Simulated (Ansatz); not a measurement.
How stiff is this cell of SiMo3?

Cell: a structure deposited in the COD, whose atoms a relaxation with PBE at fixed cell left in place.

```
Si Mo
1.0
     4.89300    0.00000    0.00000
     0.00000    4.89300    0.00000
     0.00000    0.00000    4.89300
Si Mo
2 6
Direct
  0.00000 0.00000 0.00000
  0.50000 0.50000 0.50000
  0.25000 0.00000 0.50000
  0.50000 0.75000 0.00000
  0.75000 0.00000 0.50000
  0.50000 0.25000 0.00000
  0.00000 0.50000 0.75000
  0.00000 0.50000 0.25000
```

Atoms are numbered from 1 in the order listed; like atoms form one site, named after its first atom.

Computed with Ansatz: DFT, PBE, plane waves and PAW, scalar-relativistic, 420 eV cutoff, Γ-centred 10×10×10 k-points, Fermi–Dirac smearing 0.05 eV.

The cell is stretched along z (the third Cartesian axis of the run's cell), x and y held, and the ions relax again each time. Tension counts as positive.

| strain along z (%) | stress along z (GPa) | stress along x (GPa) |
| --- | --- | --- |
| -3 | -18.6 | -6.7 |
| -2 | -12.6 | -5.1 |
| -1 | -7.1 | -3.5 |
| 0 | -2.0 | -2.0 |
| +1 | ? | ? |
| +2 | 6.8 | 0.7 |
| +3 | 10.6 | 2.0 |

Question: Estimate the row at +1 % from the others.

Answer: stress along z (GPa): 2.6; stress along x (GPa): -0.6. Worked: parabolas through the other 6 rows give 2.6 and -0.6 GPa at +1 %. Their slopes at zero strain are 486 GPa (C₁₁) and 145 GPa (C₁₂). They hold at this cell, where the calculated pressure is 2.0 GPa, and with no gap in the run.

All values belong to this cell and structure model.
